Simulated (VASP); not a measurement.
Consider the following.

```xyz
2
Lattice="0.0000 3.0846 3.0846 3.0846 0.0000 3.0846 3.0846 3.0846 0.0000" Properties=species:S:1:pos:R:3 pbc="T T T"
Zn     3.0846     3.0846     3.0846
Te     1.5423     1.5423     1.5423
```

Level of theory: PBE GGA, VASP's PBE PAW potentials (set 64) (plane waves; VASP 6.6.1). Settings: 300 eV cut-off, 9×9×9 Γ-centred mesh, Gaussian smearing of 0.010 eV, potentials Zn Te.

Unless said otherwise, spin-orbit coupling is left out, though it shifts the bands of the heavy elements here.

**Question.** What does the run give for the energy per atom (σ→0), band gap (on the k-mesh) with the smallest direct gap where there is one?

**Answer.** 
```json
{
  "band gap (on the k-mesh)": "1.09 eV",
  "smallest direct gap (on the k-mesh)": "1.09 eV",
  "energy per atom (σ→0)": "-2.594 eV/atom"
}
```

Only differences to runs with the same potentials and settings are physical.

The structure comes from a computed database's ZnTe entry; how it stands against other phases isn't given here. The cell was not relaxed at this level.
